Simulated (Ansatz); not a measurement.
Input and command of a calculation in Ansatz (plane waves; scalar-relativistic PAW potentials unless the input names others):

```yaml
crystal:
  lattice:
    - [3.5973628716, 0.0, 0.0]
    - [0.0, 3.5973628716, 0.0]
    - [0.0, 0.0, 3.5973628716]
  atoms:
    - { symbol: Ca, position: [0.0, 0.0, 0.0], spin: 1.0 }
basis:
  ecutwfc: 420
kpoints:
  mp_grid: { grid: [10, 10, 10] }
hamiltonian:
  xc: pbesol
scf:
  occupations: { method: gaussian, width: 0.1 }
  initial_density: { chi_scale: 0.1 }
  algorithm: density_mixing
output:
  forces: true
  eigenvalues: true
  stress: true
magnetization:
  spin_polarized: true
```

```bash
ansatz run input.yaml --threads 1 --pin off --max-ram 1331MiB --backend cpu --events-out ev --progress --plain --runs-dir out
```

Abridged log:
```
Basis set: ecut = 420 eV, 925 PW (Γ), exchange–correlation on 50×50×50 points (8 copies of the dense FFT grid, shifted against one another)
Bands: 10, of which v1, the nominal top of the filled ones, is band 5 counted from 1 (4 counted from 0)
Symmetry: 48 space group operations
k-points: 56 of 1000
SCF iter   1: F=—  HF=-1793.131908 eV  |F-HF|=—  |Δ(HF+E_count)|=         —  Δρ=3.33e-2 (↑3.22e-2 ↓3.33e-2) dr2=2.98e-2  dr2_m=4.52e-1  M=0.196 μB ∫|m|=0.196 μB  β_m=0.30  ethr=3.00e-4  ⟨swp⟩=1.0  Hψ=10555  notcnv=0
SCF iter   2: F=—  HF=-1793.221383 eV  |F-HF|=—  |Δ(HF+E_count)|=   8.95e-2  Δρ=2.39e-2 (↑2.34e-2 ↓2.39e-2) dr2=2.15e-2  dr2_m=2.34e-1  M=0.155 μB ∫|m|=0.155 μB  β_m=0.30  ethr=2.98e-4  ⟨swp⟩=1.5  Hψ=1397  notcnv=0
SCF iter   3: F=—  HF=-1793.271008 eV  |F-HF|=—  |Δ(HF+E_count)|=   4.96e-2  Δρ=1.71e-2 (↑1.71e-2 ↓1.66e-2) dr2=1.00e-3  dr2_m=1.21e-1  M=0.121 μB ∫|m|=0.121 μB  β_m=0.30  ethr=2.15e-4  ⟨swp⟩=2.5  Hψ=1815  notcnv=0
SCF iter   4: F=—  HF=-1793.294488 eV  |F-HF|=—  |Δ(HF+E_count)|=   2.35e-2  Δρ=1.22e-2 (↑1.21e-2 ↓1.22e-2) dr2=1.53e-4  dr2_m=6.29e-2  M=0.098 μB ∫|m|=0.098 μB  β_m=0.30  ethr=1.00e-5  ⟨swp⟩=1.5  Hψ=1598  notcnv=0
SCF iter   5: F=—  HF=-1793.307079 eV  |F-HF|=—  |Δ(HF+E_count)|=   1.26e-2  Δρ=8.85e-3 (↑8.68e-3 ↓8.85e-3) dr2=3.16e-5  dr2_m=3.27e-2  M=0.080 μB ∫|m|=0.080 μB  β_m=0.30  ethr=1.53e-6  ⟨swp⟩=2.3  Hψ=1663  notcnv=0
SCF iter   6: F=—  HF=-1793.313826 eV  |F-HF|=—  |Δ(HF+E_count)|=   6.75e-3  Δρ=6.34e-3 (↑6.33e-3 ↓6.34e-3) dr2=5.91e-7  dr2_m=1.71e-2  M=0.066 μB ∫|m|=0.066 μB  β_m=0.30  ethr=3.16e-7  ⟨swp⟩=2.0  Hψ=1695  notcnv=0
SCF iter   7: F=—  HF=-1793.317470 eV  |F-HF|=—  |Δ(HF+E_count)|=   3.64e-3  Δρ=4.59e-3 (↑4.59e-3 ↓4.58e-3) dr2=2.56e-7  dr2_m=8.98e-3  M=0.054 μB ∫|m|=0.054 μB  β_m=0.30  ethr=5.91e-9  ⟨swp⟩=3.1  Hψ=2127  notcnv=0
Mixer restart at iter 7: flushing history
spin-set hold released at iteration 7 (site moments contracting): the magnetisation degrees of freedom join the quasi-Newton model from the next iteration; the mixer history was flushed
SCF iter   8: F=—  HF=-1793.319470 eV  |F-HF|=—  |Δ(HF+E_count)|=   2.00e-3  Δρ=3.33e-3 (↑3.33e-3 ↓3.33e-3) dr2=1.99e-7  dr2_m=4.73e-3  M=0.044 μB ∫|m|=0.044 μB  β_m=0.65  ethr=2.56e-9  ⟨swp⟩=3.2  Hψ=2133  notcnv=0
SCF iter   9: F=—  HF=-1793.322081 eV  |F-HF|=—  |Δ(HF+E_count)|=   2.61e-3  Δρ=1.62e-4 (↑1.62e-4 ↓1.62e-4) dr2=1.29e-8  dr2_m=1.12e-5  M=0.012 μB ∫|m|=0.012 μB  β_m=0.82  ethr=1.99e-9  ⟨swp⟩=3.0  Hψ=2244  notcnv=0
SCF iter  10: F=—  HF=-1793.322151 eV  |F-HF|=—  |Δ(HF+E_count)|=   7.00e-5  Δρ=8.24e-5 (↑8.24e-5 ↓8.23e-5) dr2=1.37e-9  dr2_m=2.89e-6  M=0.006 μB ∫|m|=0.006 μB  β_m=0.91  ethr=1.29e-10  ⟨swp⟩=3.9  Hψ=2185  notcnv=0
SCF iter  11: F=—  HF=-1793.322174 eV  |F-HF|=—  |Δ(HF+E_count)|=   2.31e-5  Δρ=6.24e-6 (↑6.24e-6 ↓6.15e-6) dr2=3.49e-10  dr2_m=1.62e-8  M=0.000 μB ∫|m|=0.000 μB  β_m=0.96  ethr=1.37e-11  ⟨swp⟩=6.2  Hψ=5634  notcnv=0
SCF iter  12: F=—  HF=-1793.322174 eV  |F-HF|=—  |Δ(HF+E_count)|=   1.24e-7  Δρ=5.16e-7 (↑2.91e-7 ↓5.16e-7) dr2=2.22e-10  dr2_m=2.18e-11  M= 0.000 μB ∫|m|=0.000 μB  β_m=0.89  ethr=3.49e-12  ⟨swp⟩=3.9  Hψ=3389  notcnv=0
SCF iter  13: F=-1793.322174 eV  HF=-1793.322174 eV  |F-HF|=1.18e-11  |Δ(HF+E_count)|=  1.36e-12  Δρ=1.87e-7 (↑1.87e-7 ↓1.26e-7) dr2=3.30e-11  dr2_m=3.54e-12  M= 0.000 μB ∫|m|=0.000 μB  ethr=2.22e-12  ⟨swp⟩=2.0  Hψ=2186  notcnv=0
WARN: the starting moments were not kept: the SCF closed with an absolute magnetisation of 2.8e-6 μB, where they sum to 1 μB in size (1 site). That is at most 0.1 of that sum. Measured as dr2_m measures the in/out step, that magnetisation stands 6.2e-13 eV from none, at or under the dr2_threshold of 1.0e-7 eV: it is no larger than a step whose dr2_m would equal this threshold. The system may hold no moment; this SCF shows only that its start led to no more than that. To try another start: raise the starting moments (crystal.atoms[].spin, magnetization.per_species, magnetization.initial_magneti ...
SCF 1 converged in 13 iterations: F = -1793.322174 eV  dr2 = 3.30e-11
SCF converged after 13 iterations
Magnetization:  0.0000 μB (5.0000 up, 5.0000 down)
Absolute magnetization: 0.0000 μB (∫|ρ↑−ρ↓|, with the PAW one-centre terms)
Spin contamination: 0.0000 ħ² per cell (⟨S²⟩ above its minimum at these occupations)
Per-site moments (μB) at R_I (Å): [(-1.33261975e-6, 1.48391218)]
Free energy (F): -1793.322174 eV
Harris-Foulkes:  -1793.322174 eV  (|F-HF|=1.18e-11)
Internal energy: -1793.316829 eV  (E = F + TS)
E sigma→0 (E₀):  -1793.319501 eV
Entropy (-TS):   -0.005345 eV (-5.345 meV/atom)
Fermi energy:    4.161149 eV
--- Forces (eV/Å), atoms counted from 1 ---
  atom   1  Ca     0.00000000     0.00000000     0.00000000
--- Stress (GPa, compression-positive) ---
       -1.184706       0.000000       0.000000
        0.000000      -1.184706       0.000000
        0.000000       0.000000      -1.184706
  P = ⅓ Tr σ = -1.1847 GPa (-11.847 kbar)
```

Apart from outputs and empty bands, the input differs from a reference run on usual settings in scf.initial_density.chi_scale: not typed → 0.1; magnetization: not typed → {"spin_polarized": true} (ferro starting moments); scf.algorithm: not typed → "density_mixing". The reference, at the same geometry (not necessarily relaxed), gave pressure -1.18 GPa, largest force 0.000 eV/Å, no gap on the mesh. This run converged in 13 SCF iterations (reference: 6) with an energy at zero smearing within 0.01 meV/atom of the reference's, pressure -1.18 GPa, largest force 0.000 eV/Å, no gap on the mesh.